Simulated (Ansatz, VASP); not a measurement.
# Cross-check of GaN between VASP and Ansatz

Wanted: the spread between two codes on one cell, functional and k mesh. The cell is taken from a series of runs on this material, whose earlier steps may have relaxed, scaled, displaced or heated it; both programs get it as it stands.

Main program and level: Ansatz 0.2.0; plane waves, with VASP 6.6.1 beside it; zone-centre phonons at LDA.

### Step 1. The starting structure

The structure is tetragonal, space group I-4m2 (No. 119). The conventional cell has a = 3.245 Å, b = 3.245 Å, c = 4.303 Å, α = 90.00°, β = 90.00°, γ = 90.00°. Nearest to N lie 4 Ga at 1.95 Å. Nearest to Ga lie 4 N at 1.95 Å. Farther neighbours and most contacts between anions are not listed.

As a file:

```cif
data_structure
_symmetry_space_group_name_H-M 'I-4m2'
_symmetry_Int_Tables_number 119
_cell_length_a 3.2448
_cell_length_b 3.2448
_cell_length_c 4.3027
_cell_angle_alpha 90.000
_cell_angle_beta 90.000
_cell_angle_gamma 90.000
_cell_volume 45.30
loop_
_atom_site_label
_atom_site_type_symbol
_atom_site_symmetry_multiplicity
_atom_site_Wyckoff_symbol
_atom_site_fract_x
_atom_site_fract_y
_atom_site_fract_z
_atom_site_occupancy
N1 N 2 c 0.00000 0.50000 0.25000 1
Ga1 Ga 2 a 0.00000 0.00000 0.00000 1
```

### Step 2. Ansatz: zone-centre phonons, LDA

Ansatz runs on its PAW soft_1 files.

Second derivatives magnify differences that forces hide, and they need a tight electronic threshold.

input.yaml reads:

```yaml
crystal:
  lattice:
    - [0.0, 2.2944305863, 2.1513456597]
    - [2.2944305863, 0.0, 2.1513456597]
    - [2.2944305863, 2.2944305863, 0.0]
  atoms:
    - { symbol: "N", position: [0.25, 0.25, 0.25] }
    - { symbol: Ga, position: [0.0, 0.0, 0.0] }
kpoints:
  mp_grid: { grid: [12, 12, 12] }
hamiltonian:
  xc: lda
  pseudopotentials: { kind: paw, azcp: { folder: soft_1 }, xc_functional: pbe }
scf:
  occupations: { method: fixed }
output:
  eigenvalues: true
phonons:
  method: dfpt
  dielectric: true
  rigid_motions: translations
```

On the command line:

```sh
ansatz run input.yaml --threads 4 --pin off --max-ram 10240MiB --backend cpu --events-out ev --progress --plain --runs-dir out
```

Numbers of over 12 decimals in the logs are rounded to 6 here.

Log:

```text
Engine: ansatz 0.2.0, x86_64-unknown-linux-gnu
Pseudopotentials: kind: paw
Pseudopotential: N, paw, valence charge 5, recommended cutoff 420 eV (normal), soft_1/N.paw.azcp
Pseudopotential: Ga, paw, valence charge 13, recommended cutoff 420 eV (normal), soft_1/Ga.paw.azcp
Functional definition: SPW92
  exchange = slater_x
  correlation = pw_c
Crystal: 2 atoms, lattice volume = 22.651 Å³
Basis set: ecut = 420 eV, 443 PW (Γ), exchange–correlation on 48×48×48 points (8 copies of the dense FFT grid, shifted against one another)
Bands: 13, of which v1, the nominal top of the filled ones, is band 9 counted from 1 (8 counted from 0)
Symmetry: 8 space group operations
k-points: 868 of 1728 (irreducible under 1 space group operation, time reversal used)
Non-local potential: N, projectors of the file, l = 0: 2, l = 1: 2, l = 2: 1
Non-local potential: Ga, projectors of the file, l = 0: 2, l = 1: 2, l = 2: 3, l = 3: 1
PAW form: soft (Blöchl's): semilocal exchange-correlation on the pseudo side does not see the compensation charge
PAW frozen core: N, regenerated for the run's functional, and the local potential with it (the file was generated under x = pbe(κ = 0.804, μ = 0.219515), c = pbe(β = 0.066725))
PAW frozen core: Ga, regenerated for the run's functional, and the local potential with it (the file was generated under x = pbe(κ = 0.804, μ = 0.219515), c = pbe(β = 0.066725))
PAW one-centre angular grid: N, 110 points (default); XC on 64 Gauss nodes
PAW one-centre angular grid: Ga, 590 points (default); XC on 64 Gauss nodes
Initial density: superposition of atomic densities (chi_scale 0.1, normalization cell, long waves kept (reshape's long-wave potential 0.00 eV rms))
Initial wavefunctions: pseudopotential atomic-orbital guess
Functional: x = slater, c = lda
SCF iter   1: F=—  HF=-4082.664027 eV  |F-HF|=—  |Δ(HF+E_count)|=         —  Δρ=1.03e-1  dr2=2.10e0  ethr=3.10e-3  ⟨swp⟩=4.0  Hψ=50192  notcnv=0  defer=1305
preconditioner: auto → none  [insulator: Δε(μ)=2.478 eV  Ē_g=19.121 eV  n_scr=8 (ndim 8)  ℏωp=33.1 eV  f_vac=0.000  ε∞_Penn≈4.0]
SCF iter   2: F=—  HF=-4082.184772 eV  |F-HF|=—  |Δ(HF+E_count)|=   4.79e-1  Δρ=5.79e-2  dr2=4.74e-1  ethr=3.10e-3  ⟨swp⟩=2.1  Hψ=26029  notcnv=0  defer=505
SCF iter   3: F=—  HF=-4082.067992 eV  |F-HF|=—  |Δ(HF+E_count)|=   1.17e-1  Δρ=1.88e-2  dr2=4.10e-2  ethr=2.63e-3  ⟨swp⟩=2.0  Hψ=15670  notcnv=0  defer=1730
SCF iter   4: F=—  HF=-4082.058959 eV  |F-HF|=—  |Δ(HF+E_count)|=   9.03e-3  Δρ=7.78e-3  dr2=5.88e-3  ethr=2.28e-4  ⟨swp⟩=2.0  Hψ=22307  notcnv=0  defer=1736
SCF iter   5: F=—  HF=-4082.056163 eV  |F-HF|=—  |Δ(HF+E_count)|=   2.80e-3  Δρ=9.37e-4  dr2=5.77e-5  ethr=3.27e-5  ⟨swp⟩=2.0  Hψ=20488  notcnv=0  defer=1736
SCF iter   6: F=—  HF=-4082.056145 eV  |F-HF|=—  |Δ(HF+E_count)|=   1.75e-5  Δρ=1.33e-4  dr2=1.91e-6  ethr=3.21e-7  ⟨swp⟩=2.0  Hψ=16761  notcnv=0  defer=532
SCF iter   7: F=—  HF=-4082.056145 eV  |F-HF|=—  |Δ(HF+E_count)|=   2.82e-7  Δρ=1.62e-5  dr2=2.87e-8  ethr=1.06e-8  ⟨swp⟩=2.8  Hψ=19173  notcnv=0
SCF iter   8: F=—  HF=-4082.056145 eV  |F-HF|=—  |Δ(HF+E_count)|=   5.21e-9  Δρ=9.70e-7  dr2=1.73e-10  ethr=1.59e-10  ⟨swp⟩=2.2  Hψ=14569  notcnv=0
SCF iter   9: F=-4082.056145 eV  HF=-4082.056145 eV  |F-HF|=4.09e-12  |Δ(HF+E_count)|=  3.32e-11  Δρ=1.32e-7  dr2=2.62e-12  ethr=1.00e-12  ⟨swp⟩=6.0  Hψ=58855  notcnv=0
SCF 1 converged in 9 iterations: F = -4082.056145 eV  dr2 = 2.62e-12
  greatest PAW one-centre occupation: 0.996 electrons in one spin orbital (limit 2), on the Ga atom at site 1 (counted from 0), in its partial waves of l = 2
NSCF: frozen V_eff on 3 k-points
DFPT response loops at Γ: preconditioner auto → none (the input reference at scf.mixing.eps_inf says where Resta's filter doesn't serve); β = 0.50; Broyden in place of MSR1
── the response to a field inside a basis, on 12×12×12 k-points: an SCF that follows is theirs, and a resumed run solves both again ──
Bands: 10, of which v1, the nominal top of the filled ones, is band 9 counted from 1 (8 counted from 0)
k-points: 468 of 1728 (irreducible under 2 space group operations, time reversal used)
Initial density: handed on by an earlier stage of this run
Initial wavefunctions: pseudopotential atomic-orbital guess (no wavefunctions were taken with the density)
Eigensolver: Dense (468 Hₖ)
SCF iter   1: F=—  HF=-4082.058371 eV  |F-HF|=—  |Δ(HF+E_count)|=         —  Δρ=4.93e-4  dr2=9.58e-6  ethr=1.00e-1
preconditioner: auto → none  [insulator: Δε(μ)=1.894 eV  Ē_g=15.251 eV  n_scr=8 (ndim 8)  ℏωp=33.1 eV  f_vac=0.000  ε∞_Penn≈5.7]
SCF iter   2: F=—  HF=-4082.058370 eV  |F-HF|=—  |Δ(HF+E_count)|=   1.16e-6  Δρ=2.71e-4  dr2=4.61e-6  ethr=5.32e-8
SCF iter   3: F=—  HF=-4082.058371 eV  |F-HF|=—  |Δ(HF+E_count)|=   1.16e-6  Δρ=1.13e-4  dr2=2.55e-6  ethr=2.56e-8
SCF iter   4: F=-4082.058370 eV  HF=-4082.058370 eV  |F-HF|=7.12e-9  |Δ(HF+E_count)|=   1.09e-6  Δρ=1.39e-5  dr2=1.73e-8  ethr=1.41e-8
SCF 1 converged in 4 iterations: F = -4082.058370 eV  dr2 = 1.73e-8
DFPT response loops at Γ: mixed as the last ones told, above
WARN: field response: ε∞ stands inside a basis, on 12×12×12 points; the force constants stand on the 12×12×12 k-mesh, whose period is 13.53 times the interband length at k = (0.0000, 0.0000, 0.0000), direct gap 1.614 eV, under 14: take them and everything formed from them as unconverged, and compare with a denser kpoints.mp_grid
SCF converged after 9 iterations
Free energy (F): -4082.056145 eV
Harris-Foulkes:  -4082.056145 eV  (|F-HF|=4.09e-12)
Internal energy: -4082.056145 eV  (E = F + TS)
E sigma→0 (E₀):  -4082.056145 eV
Fermi energy:    9.607170 eV
--- Per-component energies (eV) ---
  E_band       = -10.761924
  E_kinetic    = 240.681934
  E_local      = -1407.865257  (includes V_loc(G=0)·N_el)
  E_nonlocal   = -51.912292
  E_hartree    = 889.476899
  E_xc         = -121.444445
  E_vxc        = -130.923867  (∫ρ·V_xc dr)
  E_paw        = -2039.168610  (= ΣΔE_a)
  E_vpaw       = -439.696945  (= ΣTr[D̂ρ^β])
  E_aug_tail   = 0.000683  (compensation charges beyond the density's cutoff)
  E_ewald      = -1593.633582
  E_core_change = 1.808525  (= ΣΔE_core)
  E_smearing   = -0.000000  (= −TS)
  E_closure    = 0.000000  (closes the sum)
  Σ components = -4082.056145   (vs F -4082.056145, Δ=0.00e0)
--- Band table (eV; the first three rows and the last of 868) ---
  k-point 0: bands = [... 5 lower, -3.8455, 9.3359, 9.3359, 9.6072, 11.2212, 19.5261, 19.7069, 19.7069]
  k-point 1: bands = [... 5 lower, -3.8472, 8.5931, 9.2480, 9.4607, 11.8678, 19.1940, 19.7922, 19.7968]
  k-point 2: bands = [... 5 lower, -3.8483, 7.1407, 9.0197, 9.2780, 12.7954, 18.4799, 19.9149, 20.1430]
  k-point 867: bands = [... 5 lower, -2.4496, 2.2589, 8.2065, 8.6647, 13.9348, 18.0962, 19.2269, 20.3042]
--- Phonons (Γ-DFPT): 4 representative perturbations + reference, on 868 of 1728 k-points (Σ response iterations 12) ---
  k mesh reduced under 1 symmetry operation, with k and −k counted as one. Each operation leaves every solved perturbation unchanged. A smaller set is not considered because the run solves the response to a homogeneous field
  ASR residual: 9.930e-5 → 0.000e0 eV/Å²; symmetrization residual: 1.842e-6 eV/Å²
  ASR residual per site (eV/Å²): 9.93e-5 4.03e-5
  Γ frequencies (cm⁻¹): 0.00 0.00 0.00 517.85 535.21 535.21
  ε∞ (high-frequency dielectric tensor):
        5.972757    -0.000000     0.000000
       -0.000000     5.972757     0.000000
        0.000000     0.000000     5.875675
  ε⁰ (static dielectric tensor: ions relaxed, cell fixed):
       10.691458    -0.000000     0.000000
       -0.000000    10.691458     0.000000
        0.000000     0.000000    10.475728
  ε⁰ − ε∞ (ionic part):
        4.718702     0.000000    -0.000000
        0.000000     4.718702     0.000000
       -0.000000     0.000000     4.600053
  softest optical mode at Γ: 517.85 cm⁻¹; the repairs (sum rule, projections) moved no ω² at Γ by more than (1.46 cm⁻¹)²
  Born effective charges Z* (e; rows j = field, columns β = displacement):
    site 0:
        -2.69395   -0.00000    0.00000
         0.00000   -2.69395   -0.00000
        -0.00000   -0.00000   -2.57358
    site 1:
         2.69395    0.00000   -0.00000
        -0.00000    2.69395    0.00000
         0.00000    0.00000    2.57358
  Z* charge neutrality: 4.920e-4 e pre-enforcement
  solved inside a basis spanned on kpoints, on 12×12×12 k-points, its susceptibility summed on 16×16×16: ε∞ is read to err by 1.7e-2, Z* by 1.4e-2 e (field_mesh: kpoints solves on kpoints); Z* is corrected for what the basis lacks
  optical modes at Γ without the LO–TO term, one row a degenerate level:
      ω (cm⁻¹)  modes    IR ((D/Å)²/amu)
        517.85      1            13.1008
        535.21      2            28.7098
  optical modes at Γ + LO–TO along q̂ = [1.0000, 0.0000, 0.0000]:
      ω (cm⁻¹)  modes    IR ((D/Å)²/amu)
        517.85      1            13.1008
        535.21      1            14.3549
        716.07      1            14.3549
  optical modes at Γ + LO–TO along q̂ = [0.0000, 1.0000, 0.0000]:
      ω (cm⁻¹)  modes    IR ((D/Å)²/amu)
        517.85      1            13.1008
        535.21      1            14.3549
        716.07      1            14.3549
  optical modes at Γ + LO–TO along q̂ = [0.0000, 0.0000, 1.0000]:
      ω (cm⁻¹)  modes    IR ((D/Å)²/amu)
        535.21      2            28.7098
        691.46      1            13.1008
```

The column dr2 measures how far the density is from self-consistency, as an energy; F and HF (Harris–Foulkes) agree once it is small.

(Part 1 of 2 ends here.)

[Lines on the potential files, build, host, timing and source positions are cut from VASP's logs without a mark.]

[Logs are printed without paths, hosts, clocks, repeated set-up lines and the standing remarks that a program may print on its own settings, such as how far it seeks lower states.]

[Hosts, paths, dates, database ids (printed as entryN), source tags and the programs' standing remarks are cut or masked in the printed files.]
